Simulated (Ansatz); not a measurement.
**In: energy along a strain**

In, I4/mmm, a = 3.252 Å, c = 4.948 Å (as given, not relaxed at this level: -0.9 GPa). Ansatz: PBEsol, PAW, 420 eV, Γ-centred 20×20×20 mesh on 1 atom, Gaussian smearing 0.15 eV; no spin polarisation. Cell vectors (Å): -1.626 1.626 2.474; 1.626 -1.626 2.474; 1.626 1.626 -2.474. The cell is strained by x per cent times the pattern (1 0 0 0 0 0) in the order xx yy zz yz xz xy (engineering shears), with fractional coordinates held. y is the free energy over the start, V0 = 26.168 Å³/atom.

```
x (%) y (meV/atom)
-2.00         -1.25
-1.50         -1.24
-1.00         -1.02
-0.50         -0.60
 0.00          0.00
 0.50          0.79
 1.00          1.77
 1.50          2.95
 1.75          3.62
 2.00             ?
```

Question: Fit y = c1 x + c2 x² + c3 x³ to the other rows, get the stiffness along the pattern, and predict the missing energy.

Answer: Least squares on the rows shown. y = 1.397 x + 0.3829 x² − 0.0009212 x³. The clamped-ion stiffness p·C·p = 2 × 3.829 eV × 160.2 / 26.168 Å³ = 47 GPa, which is C11 in these axes (second derivative at the start, which stands under stress). At x = 2.00 the fit asked for gives 4.32 meV/atom. The run gave 4.33 meV/atom, so the fit is 0.01 meV/atom too low, within twice the rms miss on the fitted rows (0.006 meV/atom).